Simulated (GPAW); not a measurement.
# CdTe (F-43m) in GPAW: notebook, part 2 of 2

GPAW 26.7.0. The steps go on from the part before.

## (4) Band structure, rSCAN, spin-orbit coupling, no magnetisation

Contents of run.py:

```python
import numpy as np
from ase.dft.bandgap import bandgap
from ase.io import read, write
from ase.units import GPa
from gpaw import GPAW, PW
from gpaw.spinorbit import soc_eigenstates

atoms = read('CdTe.cif')

calc = GPAW(mode=PW(600),
            xc='MGGA_X_RSCAN+MGGA_C_RSCAN',
            kpts={'size': (6, 6, 6), 'gamma': True},
            occupations={'name': 'fermi-dirac', 'width': 0.05},
            nbands=18,
            convergence={'density': 1e-05, 'energy': 1e-05},
            maxiter=150,
            txt='gpaw.txt')
atoms.calc = calc
energy = atoms.get_potential_energy()
forces = atoms.get_forces()
stress = atoms.get_stress()
calc.write('gs.gpw')
write('result.traj', atoms)
print(f'Energy: {energy:.6f} eV')
print('Forces (eV/A):')
print(forces.round(4))
print('Stress (GPa):', (stress / GPa).round(3))
print('Fermi level:', round(calc.get_fermi_level(), 4), 'eV')
print(f'Gap: {bandgap(calc)[0]:.4f} eV, direct: {bandgap(calc, direct=True)[0]:.4f} eV')

path = atoms.cell.bandpath('GXWKGLUWLK,UX', npoints=100, eps=1e-4)
bs_calc = calc.fixed_density(kpts=path, symmetry='off', nbands=31,
                             convergence={'bands': 'CBM+6.0', 'eigenstates': 1e-6}, txt='bands.txt')
bs = bs_calc.band_structure()
bs.write('bs.json')
print(f'Gap on the path: {bandgap(bs_calc)[0]:.4f} eV')

soc = soc_eigenstates(bs_calc, theta=90, phi=0, ignore_xc_potential=True)
np.savetxt('soc_bands.dat', soc.eigenvalues(), fmt='%.4f')
mesh = soc_eigenstates('gs.gpw', theta=90, phi=0, ignore_xc_potential=True)
np.savetxt('soc_mesh.dat', mesh.eigenvalues(), fmt='%.4f')
print('Fermi level with spin-orbit coupling:', round(mesh.fermi_level, 4), 'eV')
```

Contents of CdTe.cif:

```cif
data_CdTe
_cell_length_a 4.53255447
_cell_length_b 4.53255447
_cell_length_c 4.53255447
_cell_angle_alpha 60.00000000
_cell_angle_beta 60.00000000
_cell_angle_gamma 60.00000000
_space_group_name_H-M_alt 'P1'
_space_group_name_Hall 'P 1'
_space_group_IT_number 1
loop_
_space_group_symop_operation_xyz
'x,y,z'
loop_
_atom_site_label
_atom_site_type_symbol
_atom_site_symmetry_multiplicity
_atom_site_Wyckoff_symbol
_atom_site_fract_x
_atom_site_fract_y
_atom_site_fract_z
_atom_site_occupancy
Te1 Te 1 a 0.7500000000 0.7500000000 0.7500000000 1
Cd1 Cd 1 a 0.0000000000 0.0000000000 0.0000000000 1
```

Potentials or basis: GPAW PAW data sets (gpaw-data 1.2.1), pw.

The run is started by

```
> OMP_NUM_THREADS=1 python run.py
```

gpaw.txt:

```text
__  _  _
 | _ |_)|_||  |
 |__||  | ||/\| - 26.7.0

Input parameters:
  mode=PW(ecut=600.0),
  convergence={'density': 1e-05, 'energy': 1e-05},
  kpts=MonkhorstPack(size=(6, 6, 6), gamma=True),
  maxiter=150,
  nbands=18,
  occupations=Occupations(name='fermi-dirac', width=0.05),
  xc=XC(name='MGGA_X_RSCAN+MGGA_C_RSCAN')

Diagonalizing LCAO Hamiltonian
Converting LCAO to pw mode

                           Te

       Cd

Atoms  # Å, Bohr magnetons
|   | symbol |        x |        y |        z |    initial magnetic moments |
|---|--------|----------|----------|----------|-----------------------------|
| 0 |     Te | 6.798832 | 3.925307 | 2.775611 | ( 0.0000,  0.0000,  0.0000) |
| 1 |     Cd | 0.000000 | 0.000000 | 0.000000 | ( 0.0000,  0.0000,  0.0000) |

Unit cell  # Å
| periodic |        x |        y |        z |  lengths |    angles |
|----------|----------|----------|----------|----------|-----------|
|      yes | 4.532554 | 0.000000 | 0.000000 | 4.532554 | 60.000000 |
|      yes | 2.266277 | 3.925307 | 0.000000 | 4.532554 | 60.000000 |
[... 181 lines left out ...]

Energy contributions:
  Kinetic:          30.489238
  Coulomb:         -27.406842
  Zero:              0.183834
  External:          0.000000
  Xc:              -75.604569
  Entropy:          -0.000000
  Spinorbit:         0.000000
  ----------------------------
  Free energy:     -72.338339
  Extrapolated:    -72.338339

dipole moment: (-23.197733, -13.393218, -9.470435)  # |e|*Ang

Fermi level: 4.508
Eigenvalues  # (at kpt = [0.000, 0.000, 0.000])
| band index |      eig [eV] | occ [0-2] |
|------------|---------------|-----------|
|          0 |        -7.909 |     2.000 |
|          1 |        -4.864 |     2.000 |
|          2 |        -4.864 |     2.000 |
|          3 |        -4.864 |     2.000 |
|          4 |        -4.548 |     2.000 |
|          5 |        -4.548 |     2.000 |
[... 10 lines left out ...]
|         16 |        14.452 |     0.000 |
|         17 |        14.452 |     0.000 |

Gap: 1.330 eV
Transition (v -> c):
  (s=0, k=0, n=8, [0.00, 0.00, 0.00]) -> (s=0, k=0, n=9, [0.00, 0.00, 0.00])
No difference between direct/indirect transitions

Forces  # eV/Ang
|        x |        y |        z |
|----------|----------|----------|
|  0.00000 |  0.00000 |  0.00000 |  # Te   0
| -0.00000 | -0.00000 | -0.00000 |  # Cd   1

Stress tensor  # eV/Ang^3
|         x |         y |         z |
|-----------|-----------|-----------|
| -0.018209 |  0.000000 |  0.000000 |
|  0.000000 | -0.018209 | -0.000000 |
| -0.000000 |  0.000000 | -0.018209 |

# Writing to gs.gpw (mode='')
```

stdout:

```text
Energy: -72.338339 eV
Forces (eV/A):
[[ 0.  0.  0.]
 [-0. -0. -0.]]
Stress (GPa): [-2.917 -2.917 -2.917 -0.     0.     0.   ]
Fermi level: 4.5078 eV
Gap: 1.3302 eV, direct: 1.3302 eV
Gap on the path: 1.3302 eV
Fermi level with spin-orbit coupling: 4.6531 eV
```

It took 4.8 min on 1 thread of Arm Neoverse V1, shared host; peak memory 0.51 GiB.

Results:

| Item | Value |
| --- | --- |
| Free energy | -72.3383 eV |
| Pressure | 2.9 GPa |
| Band gap on the k mesh | 1.02 eV, direct |
| Band gap along the path | 1.02 eV, direct |

Levels at the corners of the path, in eV from the valence-band top:
```csv
point,band 15,band 16,band 17,band 18,band 19,band 20,band 21,band 22
Γ,0.00,0.00,0.00,0.00,1.02,1.02,4.42,4.42
X,-2.54,-2.54,-2.17,-2.17,2.47,2.47,2.66,2.66
W,-3.17,-2.67,-2.67,-2.64,4.20,4.61,4.64,4.69
K,-3.30,-2.97,-2.00,-1.96,2.85,2.87,4.49,4.69
Γ,0.00,0.00,0.00,0.00,1.02,1.02,4.42,4.42
L,-1.45,-1.45,-0.88,-0.88,1.93,1.93,5.17,5.17
U,-3.30,-2.97,-2.00,-1.96,2.85,2.87,4.49,4.69
W,-3.17,-2.67,-2.67,-2.64,4.20,4.61,4.64,4.69
L,-1.45,-1.45,-0.88,-0.88,1.93,1.93,5.17,5.17
K,-3.30,-2.97,-2.00,-1.96,2.85,2.87,4.49,4.69
U,-3.30,-2.97,-2.00,-1.96,2.85,2.87,4.49,4.69
X,-2.54,-2.54,-2.17,-2.17,2.47,2.47,2.66,2.66
```

Caveat: spin-orbit coupling was added after a scalar SCF, so levels and gaps hold it while energy, forces, pressure and moments don't; this program's spin-orbit splittings come out too wide for heavy elements; the PAW data sets were made with another functional, which shifts forces and pressure a little.

## (5) The runs side by side

```tsv
task	level	potentials or basis	spin	band path	band points	spin axis theta (degrees)	spin axis phi (degrees)	gap on the mesh (eV)	pressure (GPa)
equation of state	LDA	PAW data sets generated in the run's folder for this functional, pw	off	-	-	-	-	-	-
band structure	PBE	PAW data sets generated in the run's folder for this functional, pw	off	GXWKGLUWLK,UX	100	-	-	0.87	3.8
band structure	rSCAN	GPAW PAW data sets (gpaw-data 1.2.1), pw	SOC, no magnetisation	GXWKGLUWLK,UX	100	90	0	1.02	2.9
```

Alike in all rows: cell as given; k mesh 6 × 6 × 6; cutoff (eV) 600; smearing fermi-dirac 0.05 eV.

Caveats: spin-orbit coupling is left out, which moves the levels of the heavy elements (some runs); spin-orbit coupling was added after a scalar SCF, so levels and gaps hold it while energy, forces, pressure and moments don't (some runs); this program's spin-orbit splittings come out too wide for heavy elements (some runs); the PAW data sets were made with another functional, which shifts forces and pressure a little (some runs).

Total energies depend on the potentials used, so only differences within one code and one set of settings carry meaning.

## (6) How close it comes

Step 2. Against the measured bulk modulus of CdTe, 42 GPa (powder; quoted in “Multiscale insight into the Cd1-xZnxTe vibrational-mechanical properties -- High-pressure experiments and ab initio calculations”, 2023, arxiv:2306.14539), the calculated 47 GPa is off by +11.5 %. The fit is for a static lattice scaled at fixed shape and fixed fractional positions.

Step 3. Measured gap of CdTe: 1.607 eV (0 K; a printed reference work, data compilation). This calculation gives 0.87 eV (-0.74 eV). Spin-orbit coupling on Cd, Te is left out. The value is that of PBE, without temperature or zero-point motion. Semilocal functionals fall short of measured gaps as a rule.

Step 4. Measured gap of CdTe: 1.607 eV (0 K; a printed reference work, data compilation). This calculation gives 1.02 eV (-0.59 eV). The value is that of rSCAN, without temperature or zero-point motion.
